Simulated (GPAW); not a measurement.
Crystal: ZnCu.

```
CELL_PARAMETERS angstrom
2.94500 0.00000 0.00000
0.00000 2.94500 0.00000
0.00000 0.00000 2.94500
ATOMIC_POSITIONS crystal
Zn 0.50000 0.50000 0.50000
Cu 0.00000 0.00000 0.00000
```

| Item | Value |
| --- | --- |
| Program | GPAW 26.7.0 |
| Task | single point |
| Functional | PBE |
| Potentials or basis | GPAW PAW data sets (gpaw-data 1.2.1) |
| Cutoff | 600 eV |
| Basis | pw |
| k mesh | 9 × 9 × 9 |
| Occupations | fermi-dirac, width 0.05 eV |
| Spin | no spin polarisation |

On this cell: pressure 2.9 GPa; largest force zero by symmetry; band gap on the k mesh none (metal or under the smearing width).

The same run follows on a disturbed copy (atoms moved at random, drawn with an rms of 0.05 Å):

```
CELL_PARAMETERS angstrom
2.94500 0.00000 0.00000
0.00000 2.94500 0.00000
0.00000 0.00000 2.94500
ATOMIC_POSITIONS crystal
Zn 0.51110 0.50424 0.49528
Cu 0.97717 0.99097 0.00355
```

Q: What does the disturbed cell give?

A: The energy (extrapolated to zero smearing) moves by +15.0 meV/atom; pressure 3.5 GPa; largest force 0.549 eV/Å; band gap on the k mesh none (metal or under the smearing width).

Forces on the atoms (eV/Å):
```
Zn  -0.495 -0.201  0.126
Cu   0.495  0.201 -0.126
```

Stress tensor (GPa, compression positive):
```
 3.19  0.45 -0.28
 0.45  3.69 -0.11
-0.28 -0.11  3.75
```

Caveats: with this Cu data set, volumes or pressures lay over 1.5 % or 2 GPa off other programs in two to four cells of ten.
